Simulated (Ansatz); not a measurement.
The system is Al.

```
CELL_PARAMETERS angstrom
4.49160 0.00000 0.00000
-2.24580 3.88984 0.00000
0.00000 0.00000 2.72260
ATOMIC_POSITIONS crystal
Al 0.33333 0.66667 0.00000
Al 0.66667 0.33333 0.00000
```

The cell was built by a generator and needn't be a form met in nature.

Base run:

| Item | Value |
| --- | --- |
| Program | Ansatz 0.2.0 |
| Functional | PBEsol |
| Potentials or basis | Ansatz PAW |
| Cutoff | 420 eV (not typed: the program's choice for these potentials) |
| k mesh | 7 × 7 × 10 |
| Occupations | fermi-dirac, width 0.05 eV |
| Spin | no spin polarisation |

Its results: band gap on the k mesh none (metal or under the smearing width); pressure 0.5 GPa.

**Question.** The run is repeated on the same cell with these changes: functional from PBEsol to PBE. What comes out?

**Answer.** Band gap on the k mesh none (metal or under the smearing width); pressure 1.7 GPa.

PBE binds less tightly than PBEsol, so the same cell stands under more pressure.

Caveats: the PAW data sets come from PBE, with cores solved anew for the run's functional, which leaves a small shift of forces and pressure (some runs).
